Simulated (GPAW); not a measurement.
The system is PbSe (Clausthalite).

```
Pb Se
1.0
     0.00000    3.06065    3.06065
     3.06065    0.00000    3.06065
     3.06065    3.06065    0.00000
Pb Se
1 1
Direct
  0.00000 0.00000 0.00000
  0.50000 0.50000 0.50000
```

Base run:

```yaml
Program: GPAW 26.7.0
Functional: GLLB-SC
Potentials_or_basis: the program's PAW data sets (release 1.2.1) made for this functional
Cutoff: 500 eV
Basis: pw
k_mesh: 6 × 6 × 6
Occupations: fermi-dirac, width 0.001 eV
Spin: no spin polarisation
```

Its results: band gap on the k mesh, kohn-sham part alone 0.59 eV, direct.

Task: The run is repeated on the same cell with these changes: functional from GLLB-SC to LDA; cutoff from 500 eV to 450 eV; occupations from fermi-dirac, width 0.001 eV to fermi-dirac, width 0.01 eV. What comes out?

Result: Band gap on the k mesh 0.14 eV, direct.

Caveats: spin-orbit coupling is left out, which as a rule narrows the gap of such compounds by several tenths of an eV; the gap is small at this level, which inflates the dielectric constant (some runs); a model potential gives levels but no total energy (some runs); the long-wavelength limit can be off by a per cent or two (some runs); response on these states lacks terms of the Hamiltonian (some runs); an odd mesh through Γ misses points on the zone boundary, where band edges often lie (some runs).
